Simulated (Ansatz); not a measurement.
GaN (F-43m) from a database structure was put through Ansatz (plane waves). The geometry is the r2SCAN minimum.

The cell given to it:
```
Ga N
1.0
     0.00000    2.24895    2.24895
     2.24895    0.00000    2.24895
     2.24895    2.24895    0.00000
Ga N
1 1
Direct
  0.00000 0.00000 0.00000
  0.75000 0.75000 0.75000
```

What the program printed (shortened):
```
Functional definition: SPW92
Crystal: 2 atoms, lattice volume = 22.749 Å³
Basis set: ecut = 420 eV, 459 PW (Γ)
Bands: 13, of which v1, the nominal top of the filled ones, is band 9 counted from 1 (8 counted from 0)
Symmetry: 24 space group operations
Space group: F-43m (ITA 216)
k-points: 16 of 216 (time reversal used)
preconditioner: auto → none  [insulator: Δε(μ)=1.665 eV  ℏωp=33.0 eV]
SCF 1 converged in 6 iterations: F = -4082.067527 eV  dr2 = 6.87e-9
Free energy (F): -4082.067527 eV
Fermi energy:    9.377208 eV
--- Per-component energies (eV) ---
  E_band       = -11.622514
  E_kinetic    = 246.772765
  E_local      = -1948.568871
  E_nonlocal   = 477.510116
  E_hartree    = 893.845897
  E_xc         = -127.763555
  E_vxc        = -134.109388
  E_paw        = -2035.027345
  E_vpaw       = -440.918777
  E_ewald      = -1590.645167
  E_core_change = 1.808524
--- G₀W₀: contour deformation, 7 samples at zero and on the imaginary axis and 3 off it, 216 q-points, 85 empty bands' worth ---
    ik  band        ε_KS         Σx   Σc(E_QP)       V_xc       Z   E_QP_lin       E_QP  E_QP is
     0     8      9.3772   -23.8960     2.9823   -20.4871  0.7649     8.9477     8.9507  root
     0     9      9.3772   -23.8960     2.9823   -20.4871  0.7649     8.9477     8.9507  root
     0    10     11.1464   -11.5781    -3.8088   -16.0972  0.7976    11.8646    11.8566  root
     0    11     19.5286    -7.9569    -5.5117   -14.5153  0.7928    20.6034    20.5753  root
     1     8      9.1002   -23.5923     3.0398   -20.1026  0.7643     8.6469     8.6503  root
     1     9      9.1002   -23.5923     3.0398   -20.1026  0.7643     8.6469     8.6503  root
     1    10     12.7168   -11.8029    -4.0167   -16.6316  0.7889    13.5407    13.5288  root
     1    11     18.4855    -8.3613    -5.4761   -14.8911  0.7874    19.5679    19.5392  root
     2     8      8.6100   -23.0909     3.1484   -19.4585  0.7626     8.1218     8.1260  root
     2     9      8.6100   -23.0909     3.1484   -19.4585  0.7626     8.1218     8.1260  root
     2    10     13.7968   -10.4280    -4.6093   -15.9576  0.7967    14.7344    14.7171  root
     2    11     17.8982    -9.0572    -5.7192   -15.8199  0.7593    18.9666    18.9417  root
     3     8      8.3908   -22.8580     3.1942   -19.1662  0.7617     7.8886     7.8932  root
     3     9      8.3908   -22.8580     3.1942   -19.1662  0.7617     7.8886     7.8932  root
     3    10     13.9481   -10.2164    -4.6365   -15.7838  0.8037    14.8965    14.8789  root
     3    11     18.0009    -9.0542    -5.9618   -16.0194  0.7420    19.0323    19.0043  root
     8     8      7.6005   -22.1213     3.2625   -18.3020  0.7597     7.0372     7.0436  root
     8     9      8.9646   -23.4243     3.0712   -19.8979  0.7637     8.5058     8.5093  root
     8    10     14.1436   -11.3000    -4.6000   -16.8469  0.7808    15.1102    15.0906  root
     8    11     17.9028    -9.3159    -5.3922   -15.7812  0.7837    19.0051    18.9759  root
     9     8      7.2171   -21.8111     3.4133   -17.8187  0.7558     6.6309     6.6380  root
     9     9      7.2171   -21.8111     3.4133   -17.8187  0.7558     6.6309     6.6380  root
     9    10     13.5353    -8.7525    -4.3203   -13.7373  0.8055    14.2076    14.1997  root
     9    11     16.2104   -10.2179    -5.1058   -16.4658  0.7962    17.3854    17.3524  root
    12     8      6.6239   -21.1973     3.5216   -17.0767  0.7518     6.0166     6.0248  root
    12     9      6.6239   -21.1973     3.5216   -17.0767  0.7518     6.0166     6.0248  root
    12    10     12.6340    -8.8385    -4.0377   -13.4174  0.8155    13.1800    13.1752  root
    12    11     15.8868    -9.9126    -4.8949   -15.8621  0.8047    16.9675    16.9414  root
    14     8      5.5899   -21.2205     3.7528   -16.8142  0.7415     4.9238     4.9363  root
    14     9      6.9547   -21.4277     3.3927   -17.4397  0.7558     6.3516     6.3595  root
    14    10     15.8022    -9.4623    -4.7062   -14.9616  0.7875    16.6093    16.5954  root
    14    11     16.8094   -10.7241    -5.5157   -17.4285  0.7711    18.0412    17.9980  root
```

The points are ik 0 = (0, 0, 0) (Γ), ik 1 = (0, 0, 1/6), ik 2 = (0, 0, 1/3), ik 3 = (0, 0, -1/2), ik 8 = (0, 1/6, -1/6), ik 9 = (0, 1/3, 1/3), ik 12 = (0, -1/2, -1/2), ik 14 = (1/6, 1/3, -1/3); band 9 is the last filled one.

Problem. Which of these blocks stood in the input: relax, gw, phonons, dielectric, magnetization (spin_orbit)?

Solution. gw. The quasiparticle table needs the gw block.

Problem. Which k mesh was typed?

Solution. 6×6×6, Γ-centred.

Problem. How were the bands filled?

Solution. Fixed occupations.

Command: `ansatz run input.yaml --threads 2 --pin off --max-ram 3686MiB --backend cpu --events-out ev --progress --plain --runs-dir out`. It took 23 s on 2 threads of Intel(R) Xeon(R) Platinum 8259CL CPU @ 2.50GHz (Skylake/Cascade Lake), with other jobs on the host; peak host memory 0.38 GiB.

Spin-unpolarised throughout; all numbers are computed.
